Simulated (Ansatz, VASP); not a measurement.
**Two plane-wave programs on Pb**

File INCAR:

```
SYSTEM = Pb
  PREC = Accurate
  ENCUT = 520
  EDIFF = 1E-6
  ISMEAR = -1
  SIGMA = 0.05
  LREAL = .False.
  LASPH = .True.
  NELM = 80
  ALGO = Fast
  ISIF = 2
  LWAVE = .False.
  LCHARG = .False.
  GGA = PS
  NBANDS = 21
```

KPOINTS

```
regular mesh
0
Gamma
  9 9 5
  0 0 0
```

The input POSCAR:

```
Pb
1.0
    2.9765770244     -1.7145891186      0.0000000000
    2.9765770244      1.7145891186      0.0000000000
   -2.0722778132      0.0000000000      5.9707976096
Pb
2
Direct
    0.9085084100      0.9085084100      0.7262922000
    0.0914915900      0.0914915900      0.2737078000
```

input.yaml

```yaml
crystal:
  lattice:
    - [2.9765770244, -1.7145891186, 0.0]
    - [2.9765770244, 1.7145891186, 0.0]
    - [-2.0722778132, 0.0, 5.9707976096]
  atoms:
    - { symbol: Pb, position: [0.90850841, 0.90850841, 0.7262922] }
    - { symbol: Pb, position: [0.09149159, 0.09149159, 0.2737078] }
hamiltonian:
  xc: pbesol
  pseudopotentials: { kind: paw }
kpoints:
  mp_grid: { grid: [9, 9, 5] }
scf:
  occupations: { method: fermi_dirac, width: 0.05 }
output:
  forces: true
  stress: true
  eigenvalues: true
```

This isn't the form of Pb at room conditions, which is fcc.

Alike in both runs: task single point; functional PBEsol; k mesh 9 × 9 × 5; occupations fermi-dirac, width 0.05 eV; no spin polarisation.

```csv
,VASP,Ansatz
version,VASP 6.6.1,Ansatz 0.2.0
potentials or method,"VASP PAW PBE potentials, release 64 (Pb_d)",Ansatz PAW
plane-wave cutoff (eV),520,420
valence electrons in the cell,28,28
```

Ansatz gave:

| Quantity | Value |
| --- | --- |
| gap on the k mesh at the Fermi level (eV) | none |
| pressure (GPa) | 0.9 |
| largest component of the traceless stress (GPa) | 0.07 |
| rms of the force components (eV/Å) | 0.021 |

**Question.** What did VASP give for the same quantities?

**Answer.** gap on the k mesh at the Fermi level (eV): none; pressure (GPa): 0.8; largest component of the traceless stress (GPa): 0.07; rms of the force components (eV/Å): 0.021.

Atom by atom the forces differ by 0.001 eV/Å (rms over components). A gap of «none» marks a metal or a gap that the smearing closes.

Caveats: the PAW data sets were made with another functional, which shifts forces and pressure a little (VASP); the PAW data sets come from PBE, with cores solved anew for the run's functional, which leaves a small shift of forces and pressure (Ansatz). The runs have no spin-orbit coupling, so splittings on Pb are missing.
